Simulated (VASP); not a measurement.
# Y (Fm-3m) in VASP: single point with PBE

Aim: the single point of Y with PBE.

All numbers are computed with VASP 6.6.1; they aren't measurements. Logs are shortened: lines on timing, memory, paths and dates and some standing lists are left out, and cuts for length are marked.

## (1) The crystal as given

Symmetry: Fm-3m, No. 225, cubic system. The conventional cell has a = 4.970 Å, b = 4.970 Å, c = 4.970 Å, α = 90.00°, β = 90.00°, γ = 90.00°. Y (site symmetry m-3m) has 12 Y at 3.51 Å as nearest neighbours.

This isn't the form of Y at room conditions, which is hcp.

## (2) Single point, PBE, non-collinear spin, zero start, spin-orbit coupling

Contents of INCAR:

```
PREC = Accurate
ENCUT = 520
EDIFF = 1E-6
ISMEAR = -1
SIGMA = 0.03
LREAL = False
LASPH = True
NELM = 150
ALGO = Normal
ISIF = 2
LWAVE = False
LCHARG = False
LNONCOLLINEAR = True
MAGMOM = 0 0 0
LORBIT = 11
LSORBIT = True
GGA_COMPAT = False
LORBMOM = True
LMAXMIX = 4
GGA = PE
NBANDS = 22
```

Contents of KPOINTS:

```
Automatic mesh
0
Gamma
  14 14 14
```

Contents of POSCAR:

```
Y
1.0
    0.0000000000      2.4850000000      2.4850000000
    2.4850000000      0.0000000000      2.4850000000
    2.4850000000      2.4850000000      0.0000000000
Y
1
Direct
    0.0000000000      0.0000000000      0.0000000000
```

Potentials or basis: VASP PAW PBE potentials, release 64 (Y_sv).

Run with:

```bash
$ cat potpaw_PBE.64/Y_sv/POTCAR > POTCAR
$ mpirun -np 1 vasp_ncl > vasp.out
```

OUTCAR:

```text
PREC = Accurate
   ENCUT = 520
   EDIFF = 1E-6
   ISMEAR = -1
   LREAL = False
   LASPH = True
   NELM = 150
   ISIF = 2
   LNONCOLLINEAR = True
   LORBIT = 11
   LSORBIT = True
   GGA = PE

 ion  position               nearest neighbor table
   1  0.000  0.000  0.000-

  LATTYP: Found a face centered cubic cell.
 ALAT       =     4.9700000000

  Lattice vectors:

 A1 = (   0.0000000000,   2.4850000000,   2.4850000000)
 A2 = (   2.4850000000,   0.0000000000,   2.4850000000)
 A3 = (   2.4850000000,   2.4850000000,   0.0000000000)

Analysis of symmetry for initial positions (statically):
=====================================================================
 Subroutine PRICEL returns:
 Original cell was already a primitive cell.

 Routine SETGRP: Setting up the symmetry group for a
 face centered cubic supercell.

 Subroutine GETGRP returns: Found 48 space group operations
 (whereof 48 operations were pure point group operations)
 out of a pool of 48 trial point group operations.

The static configuration has the point symmetry O_h .

Analysis of symmetry for dynamics (positions and initial velocities):
=====================================================================
 Subroutine PRICEL returns:
 Original cell was already a primitive cell.

 Routine SETGRP: Setting up the symmetry group for a
 face centered cubic supercell.

 Subroutine GETGRP returns: Found 48 space group operations
 (whereof 48 operations were pure point group operations)
 out of a pool of 48 trial point group operations.

The dynamic configuration has the point symmetry O_h .

Analysis of structural, dynamic, and magnetic symmetry:
=====================================================================
 Subroutine PRICEL returns:
 Original cell was already a primitive cell.

 Routine SETGRP: Setting up the symmetry group for a
 face centered cubic supercell.

 Subroutine GETGRP returns: Found 48 space group operations
 (whereof 48 operations were pure point group operations)
 out of a pool of 48 trial point group operations.

The overall configuration has the point symmetry O_h .

 Subroutine INISYM returns: Found 48 space group operations
 (whereof 48 operations are pure point group operations),
 and found     1 'primitive' translations

----------------------------------------------------------------------------------------

                                     Primitive cell

  volume of cell :      30.6909

  direct lattice vectors                    reciprocal lattice vectors
     0.000000000  2.485000000  2.485000000    -0.201207243  0.201207243  0.201207243
     2.485000000  0.000000000  2.485000000     0.201207243 -0.201207243  0.201207243
     2.485000000  2.485000000  0.000000000     0.201207243  0.201207243 -0.201207243

  length of vectors
     3.514320702  3.514320702  3.514320702     0.348501169  0.348501169  0.348501169

  position of ions in fractional coordinates (direct lattice)
     0.000000000  0.000000000  0.000000000

  ion indices of the primitive-cell ions
   primitive index   ion index
                 1           1

----------------------------------------------------------------------------------------

 KPOINTS: Automatic mesh

Automatic generation of k-mesh.
 Grid dimensions read from file:
 generate k-points for:   14   14   14

 Generating k-lattice:

  Cartesian coordinates                     Fractional coordinates (reciprocal lattice)
    -0.014371946  0.014371946  0.014371946     0.071428571  0.000000000  0.000000000
     0.014371946 -0.014371946  0.014371946     0.000000000  0.071428571  0.000000000
     0.014371946  0.014371946 -0.014371946     0.000000000  0.000000000  0.071428571

  Length of vectors
     0.024892941  0.024892941  0.024892941

  Shift w.r.t. Gamma in fractional coordinates (k-lattice)
[... 53 lines left out ...]
   LREAL  =      F    real-space projection
   EDIFFG = 0.1E-04   stopping-criterion for IOM
   NSW    =      0    number of steps for IOM
   IBRION =     -1    ionic relax: 0-MD 1-quasi-New 2-CG
   NFREE  =      0    steps in history (QN), initial steepest desc. (CG)
   ISIF   =      2    stress and relaxation
   ISYM   =      2    0-nonsym 1-usesym 2-fastsym
   POTIM  = 0.5000    time-step for ionic-motion
   TEBEG  =    0.0;   TEEND  =   0.0 temperature during run
   PSTRESS=    0.0 pullay stress
   NELECT =      11.0000    total number of electrons
   NUPDOWN=      -1.0000    fix difference up-down
   EMIN   =  10.00;   EMAX   =-10.00  energy-range for DOS
   EFERMI =   0.00;   METHOD = LEGACY
   ISMEAR =    -1;   SIGMA  =   0.03  broadening in eV -4-tet -1-fermi 0-gaus
   EFERMI_NEDOS =   21; number of points for ismear=-14 and -15
   IALGO  =     38    algorithm
   IMIX   =      4    mixing-type and parameters
     AMIX     =   0.40;   BMIX     =  1.00
     AMIX_MAG =   1.60;   BMIX_MAG =  1.00
  volume/ion in A,a.u.               =      30.69       207.11
  Fermi-wavevector in a.u.,A,eV,Ry     =   1.162883  2.197530 18.399114  1.352297
  Thomas-Fermi vector in A             =   2.299439
   LORBIT       =     11    0 simple, 1 ext, 2 COOP (PROOUT), +10 PAW based schemes
   GGA     = PE    functional components
   LHFCALC =     F    Hartree Fock is set to
   AEXX    =    0.0000 exact exchange contribution
   IVDW    =     0    specifies the selected vdW correction
   LEPSILON=     F    determine dielectric tensor
   LRPA    =     F    only Hartree local field effects (RPA)
  energy-cutoff  :      520.00
  volume of cell :       30.69
 maximum number of plane-waves:      1738
 NGX is ok and might be reduce to    28
   NGX = 13   NGY = 13   NGZ = 13

 number of electron      11.0000000 magnetization       0.0000000      0.0000000      0.0000000

 number of electron      10.9999999 magnetization       0.0000000     -0.0000000      0.0000000

 number of electron      10.9999999 magnetization       0.0000000     -0.0000000     -0.0000000

 Free energy of the ion-electron system (eV)
  ---------------------------------------------------
  ext. energy  EPLUGINS =         0.00000000
  ---------------------------------------------------
  free energy    TOTEN  =        -6.44745573 eV

  energy without entropy =       -6.44210068  energy(sigma->0) =       -6.44477821

 E-fermi :   3.4037     XC(G=0):  -9.6888

 val. band max:        3.4017137229   @ k =  -0.2857   0.2857   0.0714
 cond. band min:       3.4126281123   @ k =   0.5000   0.2143   0.0714
 fundamental gap:      0.0109143894
 Fermi energy:         3.4037193779

 k-point     1 :       0.0000    0.0000    0.0000
  band No.  band energies     occupation
      1     -39.1519      1.00000
      2     -39.1519      1.00000
      3     -19.7745      1.00000
      4     -19.7745      1.00000
      5     -18.3276      1.00000
      6     -18.3276      1.00000
[... 589 lines left out ...]
     21      13.8248      0.00000
     22      13.8248      0.00000

 [... further k-points ...]

------------------------ aborting loop because EDIFF is reached ----------------------------------------

  FORCE on cell =-STRESS in cart. coord.  units (eV):
  Direction    XX          YY          ZZ          XY          YZ          ZX
  --------------------------------------------------------------------------------------
  -------------------------------------------------------------------------------------
  Total        0.4157650      0.4157650      0.4157650     -0.0000000      0.0000000      0.0000000
  in kB       21.7044764     21.7044764     21.7044764     -0.0000000      0.0000000      0.0000000
  external PRESSURE =      21.7044764 kB  Pullay stress =       0.0000000 kB

 VOLUME and BASIS-vectors are now :
 -----------------------------------------------------------------------------
  energy-cutoff  :      520.00
  volume of cell :       30.69
      direct lattice vectors                 reciprocal lattice vectors
     0.000000000  2.485000000  2.485000000    -0.201207243  0.201207243  0.201207243
     2.485000000  0.000000000  2.485000000     0.201207243 -0.201207243  0.201207243
     2.485000000  2.485000000  0.000000000     0.201207243  0.201207243 -0.201207243

 POSITION                                       TOTAL-FORCE (eV/Angst)
 -----------------------------------------------------------------------------------
      0.00000      0.00000      0.00000         0.000000      0.000000      0.000000
 -----------------------------------------------------------------------------------
    total drift:                               -0.000000     -0.000000     -0.000000

  FREE ENERGIE OF THE ION-ELECTRON SYSTEM (eV)
  ---------------------------------------------------
  free  energy   TOTEN  =        -6.4474557311 eV

  energy  without entropy=       -6.4421006849  energy(sigma->0) =       -6.44477821

 orbital moment (x)

 # of ion     p       d       f       tot
 ------------------------------------------------
  1         0.000   0.000   0.000   0.000
 ------------------------------------------------
            0.000   0.000   0.000   0.000

 orbital moment (y)

 # of ion     p       d       f       tot
 ------------------------------------------------
  1         0.000  -0.000  -0.000  -0.000
 ------------------------------------------------
            0.000  -0.000  -0.000  -0.000

 orbital moment (z)

 # of ion     p       d       f       tot
 ------------------------------------------------
  1         0.000   0.000  -0.000  -0.000
 ------------------------------------------------
            0.000   0.000  -0.000  -0.000

 Spin-Orbit-Coupling matrix elements

 Ion:    1  E_soc:     -0.0990831
 l=   1
     0.0000000    -0.0163775    -0.0163775
    -0.0163775     0.0000000    -0.0163775
    -0.0163775    -0.0163775     0.0000000
 l=   2
     0.0000000    -0.0000058     0.0000000    -0.0000058    -0.0001306
    -0.0000058     0.0000000    -0.0000979    -0.0000058    -0.0000326
     0.0000000    -0.0000979     0.0000000    -0.0000979     0.0000000
    -0.0000058    -0.0000058    -0.0000979     0.0000000    -0.0000326
    -0.0001306    -0.0000326     0.0000000    -0.0000326     0.0000000
 l=   3
     0.0000000    -0.0000000     0.0000000     0.0000000     0.0000000     0.0000000     0.0000000
    -0.0000000     0.0000000    -0.0000000     0.0000000    -0.0000000    -0.0000000    -0.0000000
     0.0000000    -0.0000000     0.0000000     0.0000000     0.0000000     0.0000000     0.0000000
     0.0000000     0.0000000     0.0000000     0.0000000     0.0000000     0.0000000     0.0000000
     0.0000000    -0.0000000     0.0000000     0.0000000     0.0000000     0.0000000     0.0000000
     0.0000000    -0.0000000     0.0000000     0.0000000     0.0000000     0.0000000     0.0000000
     0.0000000    -0.0000000     0.0000000     0.0000000     0.0000000     0.0000000     0.0000000

 total charge

# of ion       s       p       d       f       tot
--------------------------------------------------
    1        2.291   6.225   1.005   0.008   9.529

 magnetization (x)

# of ion       s       p       d       f       tot
--------------------------------------------------
    1        0.000   0.000  -0.000   0.000   0.000

 magnetization (y)

# of ion       s       p       d       f       tot
--------------------------------------------------
    1        0.000   0.000  -0.000  -0.000  -0.000

 magnetization (z)

# of ion       s       p       d       f       tot
--------------------------------------------------
    1        0.000  -0.000  -0.000   0.000  -0.000
```

It took 1.9 min on 1 thread of Intel Xeon Platinum 8488C (Sapphire Rapids), shared host; peak memory 0.32 GiB.

Results:

```yaml
Free_energy: -6.4475 eV
Pressure: 2.2 GPa
Net_moment: 0.00 μB per cell
Valence_electrons_inside_the_program's_atomic_spheres: Y 9.53
```

Moments on the atoms (μB; x, y, z):
```
Y   0.00 0.00 0.00
```
